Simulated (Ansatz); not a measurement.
**Structures of SnO₂: which is lowest?**

Plane-wave DFT in Ansatz with scalar-relativistic PAW potentials, cutoff 420 eV, Γ-centred meshes chosen by cell and gap, Gaussian smearing with energies taken to zero width. Every cell was relaxed (cell and atoms) in a run of its own, within the symmetry of its start. Functional: PBE.

Relaxed structures (starts from databases or built by putting these elements on another compound's sites):
A. I4_1/amd, 6 atoms in the computed cell, a = 4.052 Å, c = 10.363 Å; sites (symmetry × multiplicity) Sn -4m2 × 4, O 2mm. × 8; start: database
B. P4_2/nmc, 6 atoms in the computed cell, a = 3.593 Å, c = 5.531 Å; sites (symmetry × multiplicity) Sn -4m2 × 2, O 2mm. × 4; start: built
C. Pbcn, 12 atoms in the computed cell, a = 4.789 Å, b = 5.824 Å, c = 5.306 Å; sites (symmetry × multiplicity) Sn .2. × 4, O 1 × 8; start: database
D. P4_2/mnm, 6 atoms in the computed cell, a = 4.827 Å, c = 3.238 Å; sites (symmetry × multiplicity) Sn m.mm × 2, O m.2m × 4; start: database
E. P-3m1, 3 atoms in the computed cell, a = 3.228 Å, c = 5.483 Å; sites (symmetry × multiplicity) Sn -3m. × 1, O 3m. × 2; start: built
F. Fd-3m, 12 atoms in the computed cell, a = 9.044 Å; sites (symmetry × multiplicity) Sn .-3m × 16, O .3m × 32; start: built
G. Pa-3, 12 atoms in the computed cell, a = 5.170 Å; sites (symmetry × multiplicity) Sn .-3. × 4, O .3. × 8; start: database

Q: Rank them by energy. Could pressure change the order?

A:
| structure | group | E − E(lowest) (meV/atom) | V (Å³/atom) | gap on mesh (eV) |
| --- | --- | --- | --- | --- |
| D | P4_2/mnm | 0.0 | 12.58 | 0.68 |
| C | Pbcn | 18.0 | 12.33 | 1.00 |
| A | I4_1/amd | 57 | 14.18 | 1.32 |
| G | Pa-3 | 102 | 11.51 | 0.59 |
| E | P-3m1 | 153 | 16.49 | 2.30 |
| B | P4_2/nmc | 157 | 11.90 | 0.78 |
| F | Fd-3m | 187 | 15.41 | 1.85 |

D is lowest, 18 meV/atom under C. G is denser by 1.06 Å³/atom, so pressure favours it: ΔE/ΔV, with ΔE in eV and 1 eV/Å³ = 160.2 GPa, gives about 15 GPa for equal enthalpy if both cells were rigid; at such pressures compression changes ΔV much, so this is a scale only. Other structures may lie lower than all of these, and vibrations aren't counted.